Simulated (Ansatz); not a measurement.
# Au(111) with 4 layers of random Au-Ta, 2x2: scattering by chemical disorder, part 2 of 2

How strongly does chemical disorder scatter in Au(111) with 4 layers of random Au-Ta, 2x2?

Ansatz 0.2.0; Ansatz plane-wave DFT, PBE, PAW files; ballistic transport by layer matching (Landauer), zero bias; PAW set soft_1.

So far. Step 3 (With 8 alloy layers): Over the solved energies the transmission per spin lies between 0.674 and 0.777, out of 3.21 channels of the lead on average (up to 3.21).

**4. With 12 alloy layers**

In 12 layers a share of 0.125 of the sites is given to Ta at random. A fresh draw is used; the growth of the resistance with length is what counts.

System of this step: Au(111) with 12 layers of random Au-Ta, 2x2. The cell holds 72 atoms: 66 Au and 6 Ta. Cell: a = 5.768 Å, b = 5.768 Å, c = 42.382 Å, α = 90.0°, β = 90.0°, γ = 120.0°. It derives from Au. Regions: lead, 24 atoms (24 Au); scattering region, 48 atoms (42 Au and 6 Ta). The structure is stacked along c, and the current runs across the ab planes.

input.yaml

```yaml
crystal:
  lattice:
    - [5.7675164607, 0.0, 0.0]
    - [-2.8837582304, 4.9948157718, 0.0]
    - [0.0, 0.0, 42.3824172358]
  atoms:
    - { symbol: Au, position: [0.0, 0.0, 0.0277777778] }
    - { symbol: Au, position: [0.0, 0.5, 0.0277777778] }
    - { symbol: Au, position: [0.5, 0.0, 0.0277777778] }
    - { symbol: Au, position: [0.5, 0.5, 0.0277777778] }
    - { symbol: Au, position: [0.1666666667, 0.3333333333, 0.0833333333] }
    - { symbol: Au, position: [0.1666666667, 0.8333333333, 0.0833333333] }
    - { symbol: Au, position: [0.6666666667, 0.3333333333, 0.0833333333] }
    - { symbol: Au, position: [0.6666666667, 0.8333333333, 0.0833333333] }
    - { symbol: Au, position: [0.3333333333, 0.1666666667, 0.1388888889] }
    - { symbol: Au, position: [0.3333333333, 0.6666666667, 0.1388888889] }
    - { symbol: Au, position: [0.8333333333, 0.1666666667, 0.1388888889] }
    - { symbol: Au, position: [0.8333333333, 0.6666666667, 0.1388888889] }
    - { symbol: Au, position: [0.0, 0.0, 0.1944444444] }
    - { symbol: Au, position: [0.0, 0.5, 0.1944444444] }
    - { symbol: Au, position: [0.5, 0.0, 0.1944444444] }
    - { symbol: Au, position: [0.5, 0.5, 0.1944444444] }
    - { symbol: Au, position: [0.1666666667, 0.3333333333, 0.25] }
    - { symbol: Au, position: [0.1666666667, 0.8333333333, 0.25] }
    - { symbol: Au, position: [0.6666666667, 0.3333333333, 0.25] }
    - { symbol: Au, position: [0.6666666667, 0.8333333333, 0.25] }
    - { symbol: Au, position: [0.3333333333, 0.1666666667, 0.3055555556] }
    - { symbol: Au, position: [0.3333333333, 0.6666666667, 0.3055555556] }
    - { symbol: Au, position: [0.8333333333, 0.1666666667, 0.3055555556] }
    - { symbol: Au, position: [0.8333333333, 0.6666666667, 0.3055555556] }
    - { symbol: Au, position: [0.0, 0.0, 0.3611111111] }
    - { symbol: Ta, position: [0.0, 0.5, 0.3611111111] }
    - { symbol: Au, position: [0.5, 0.0, 0.3611111111] }
    - { symbol: Au, position: [0.5, 0.5, 0.3611111111] }
    - { symbol: Au, position: [0.1666666667, 0.3333333333, 0.4166666667] }
    - { symbol: Au, position: [0.1666666667, 0.8333333333, 0.4166666667] }
    - { symbol: Au, position: [0.6666666667, 0.3333333333, 0.4166666667] }
    - { symbol: Ta, position: [0.6666666667, 0.8333333333, 0.4166666667] }
    - { symbol: Au, position: [0.3333333333, 0.1666666667, 0.4722222222] }
    - { symbol: Au, position: [0.3333333333, 0.6666666667, 0.4722222222] }
    - { symbol: Ta, position: [0.8333333333, 0.1666666667, 0.4722222222] }
    - { symbol: Au, position: [0.8333333333, 0.6666666667, 0.4722222222] }
    - { symbol: Au, position: [0.0, 0.0, 0.5277777778] }
    - { symbol: Ta, position: [0.0, 0.5, 0.5277777778] }
    - { symbol: Au, position: [0.5, 0.0, 0.5277777778] }
    - { symbol: Au, position: [0.5, 0.5, 0.5277777778] }
    - { symbol: Au, position: [0.1666666667, 0.3333333333, 0.5833333333] }
    - { symbol: Au, position: [0.1666666667, 0.8333333333, 0.5833333333] }
    - { symbol: Ta, position: [0.6666666667, 0.3333333333, 0.5833333333] }
    - { symbol: Au, position: [0.6666666667, 0.8333333333, 0.5833333333] }
    - { symbol: Au, position: [0.3333333333, 0.1666666667, 0.6388888889] }
    - { symbol: Au, position: [0.3333333333, 0.6666666667, 0.6388888889] }
    - { symbol: Au, position: [0.8333333333, 0.1666666667, 0.6388888889] }
    - { symbol: Au, position: [0.8333333333, 0.6666666667, 0.6388888889] }
    - { symbol: Au, position: [0.0, 0.0, 0.6944444444] }
    - { symbol: Ta, position: [0.0, 0.5, 0.6944444444] }
    - { symbol: Au, position: [0.5, 0.0, 0.6944444444] }
    - { symbol: Au, position: [0.5, 0.5, 0.6944444444] }
    - { symbol: Au, position: [0.1666666667, 0.3333333333, 0.75] }
    - { symbol: Au, position: [0.1666666667, 0.8333333333, 0.75] }
    - { symbol: Au, position: [0.6666666667, 0.3333333333, 0.75] }
    - { symbol: Au, position: [0.6666666667, 0.8333333333, 0.75] }
    - { symbol: Au, position: [0.3333333333, 0.1666666667, 0.8055555556] }
    - { symbol: Au, position: [0.3333333333, 0.6666666667, 0.8055555556] }
    - { symbol: Au, position: [0.8333333333, 0.1666666667, 0.8055555556] }
    - { symbol: Au, position: [0.8333333333, 0.6666666667, 0.8055555556] }
    - { symbol: Au, position: [0.0, 0.0, 0.8611111111] }
    - { symbol: Au, position: [0.0, 0.5, 0.8611111111] }
    - { symbol: Au, position: [0.5, 0.0, 0.8611111111] }
    - { symbol: Au, position: [0.5, 0.5, 0.8611111111] }
    - { symbol: Au, position: [0.1666666667, 0.3333333333, 0.9166666667] }
    - { symbol: Au, position: [0.1666666667, 0.8333333333, 0.9166666667] }
    - { symbol: Au, position: [0.6666666667, 0.3333333333, 0.9166666667] }
    - { symbol: Au, position: [0.6666666667, 0.8333333333, 0.9166666667] }
    - { symbol: Au, position: [0.3333333333, 0.1666666667, 0.9722222222] }
    - { symbol: Au, position: [0.3333333333, 0.6666666667, 0.9722222222] }
    - { symbol: Au, position: [0.8333333333, 0.1666666667, 0.9722222222] }
    - { symbol: Au, position: [0.8333333333, 0.6666666667, 0.9722222222] }
kpoints:
  mp_grid: { grid: [5, 5, 1] }
hamiltonian:
  xc: pbe
  pseudopotentials: { kind: paw, azcp: { folder: soft_1 } }
scf:
  occupations: { method: fermi_dirac, width: 0.1 }
output:
  transmission:
    leads: [[0, 4]]
    kmesh: [10, 10]
    e_range: [-0.05, 0.05]
    de: 0.05
  write_potential: true
  write_density: true
  volumetric_format: npy
```

Run with:

```console
ansatz run input.yaml --threads 4 --pin off --max-ram 15360MiB --backend cpu --events-out ev --progress --plain --runs-dir out
```

Numbers of over 12 decimals in the logs are rounded to 6 here.

Output:

```text
[...]
Crystal: 72 atoms, lattice volume = 1220.939 Å³
Basis set: ecut = 420 eV, 23937 PW (Γ)
Bands: 800, of which v1, the nominal top of the filled ones, is band 666 counted from 1 (665 counted from 0)
Symmetry: 1 space group operations
[...]
k-points: 13 of 25 (time reversal used)
[...]
SCF iter   1: F=—  HF=-927684.636340 eV  |F-HF|=—  |Δ(HF+E_count)|=         —  Δρ=1.66e-1  dr2=3.88e3  ethr=3.10e-3  ⟨swp⟩=4.0  Hψ=30618  notcnv=0  defer=373
[...]
SCF iter  14: F=-927574.423144 eV  HF=-927574.423144 eV  |F-HF|=2.86e-8  |Δ(HF+E_count)|=   2.79e-9  Δρ=2.24e-7  dr2=2.88e-8  ethr=7.51e-12  ⟨swp⟩=10.2  Hψ=40762  notcnv=0
SCF 1 converged in 14 iterations: F = -927574.423144 eV  dr2 = 2.88e-8
[...]
transmission: 310 of 3068 steps passed
transmission: 616 of 3068 steps passed
[...]
transmission: 3068 of 3068 steps passed
SCF converged after 14 iterations
Free energy (F): -927574.423144 eV
[...]
Internal energy: -927573.115763 eV  (E = F + TS)
E sigma→0 (E₀):  -927573.769453 eV
Entropy (-TS):   -1.307381 eV (-18.158 meV/atom)
Fermi energy:    20.877112 eV
[...]
--- Band table (eV; the first three rows and the last of 13) ---
  k-point 0: bands = [... 662 lower, 20.9747, 21.0393, 21.1046, 21.1461, 21.1831, 21.3648, 21.3825, 21.4042, ... 130 higher]
  k-point 1: bands = [... 662 lower, 20.7330, 20.7773, 20.7984, 20.8468, 20.8858, 20.8934, 20.9753, 21.0254, ... 130 higher]
  k-point 2: bands = [... 662 lower, 20.6360, 20.6712, 20.6998, 20.7360, 20.7602, 20.8287, 20.8500, 20.9100, ... 130 higher]
  k-point 12: bands = [... 662 lower, 20.6920, 20.7484, 20.8955, 20.9194, 20.9547, 21.0073, 21.0882, 21.1753, ... 130 higher]
--- Transmission ---
  basis      : 253 plane waves across, 59 finite elements along
  points     : 52, standing for a mesh of 10 x 10
[...]
channels       : 3.210000e0 a spin
[...]
junction   : crystal 0 to crystal 0, 1.66 to 41.68 Å
    transmission   : 6.749112e-1 a spin
[...]
```

The job ended after 39 min (4 threads of Arm Neoverse V1, shared host; peak memory 9.6 GiB; 2.5 h of CPU time).

This step gave:

```
free energy                                   : -927574.4231 eV
energy at zero smearing                       : -927573.7695 eV
transmission per spin nearest the Fermi level : 0.6749
step of the lead's potential                  : 13.4 meV
```

Per spin. Table of transmission, zone mean by energy, zero at the Fermi level:

| energy (eV) | transmission, zone mean |
| --- | --- |
| -0.0500 | 0.643 |
| 0.0000 | 0.675 |
| 0.0500 | 0.697 |

Over the solved energies the transmission per spin lies between 0.643 and 0.697, out of 3.21 channels of the lead on average (up to 3.21).

**5. Resistance against length**

This step: Ansatz plane-wave DFT, PBE, PAW files; ballistic transport by layer matching (Landauer), zero bias; residual resistivity from the slope of the area resistance, atoms on the host's lattice; PAW set soft_1 (Ansatz 0.2.0).

Numbers from this step:

```yaml
resistivity: 170.7 µΩ cm
intercept: -0.07795 fΩ m²
scatter_about_the_fit: 0.5170 fΩ m²
```

Resistance, by row:

| run | length (Å) | T | channels N | RA (fΩ m²) |
| --- | --- | --- | --- | --- |
| n4 | 9.418 | 1.601 | 3.21 | 1.164 |
| n8 | 18.84 | 0.7397 | 3.21 | 3.868 |
| n12 | 28.25 | 0.6715 | 3.21 | 4.379 |

Area resistance against length of the alloy:

| length of the alloy (Å) | area resistance (fΩ m²) |
| --- | --- |
| 9.42 | 1.16 |
| 18.84 | 3.87 |
| 28.25 | 4.38 |

The area resistance goes from 1.2 to 4.4 fΩ m² between 9.4 and 28.3 Å, a slope of 171 µΩ cm.

By hand from the end points: (4.379 − 1.164) fΩ m² / (28.25 − 9.42) Å = 171 µΩ cm, since 1 fΩ m² per Å is 1000 µΩ cm.

**6. Results**

| Quantity | Value |
| --- | --- |
| resistivity from the slope | 171 µΩ cm |
| area resistance over 9.42 Å | 1.16 fΩ m² |
| area resistance over 18.8 Å | 3.87 fΩ m² |
| area resistance over 28.3 Å | 4.38 fΩ m² |

The slope gives 171 µΩ cm. The points scatter by 0.52 fΩ m² about the line, with one random draw a length in a 2x2 cell, so the slope is a rough value. Read with a model of isotropic scattering on a spherical Fermi surface and the lead's 0.86×10¹⁵ S/m², this slope means a mean free path near 5.1 Å; over these lengths the model's slope is within 3 % of its bulk resistivity, though a free path of a few ångströms strains the picture. The draw over the shortest length came out nearly ordered, with 8 symmetry operations, so that point is a poor sample of a random alloy. The atoms sit on the host's lattice, so scattering by size misfit is left out. Spin-orbit coupling is left out, which matters for Au and Ta.

[Logs are printed without paths, hosts, clocks, repeated set-up lines and the standing remarks that a program may print on its own settings, such as how far it seeks lower states.]

[Hosts, paths, dates, database ids (printed as entryN), source tags and the programs' standing remarks are cut or masked in the printed files.]
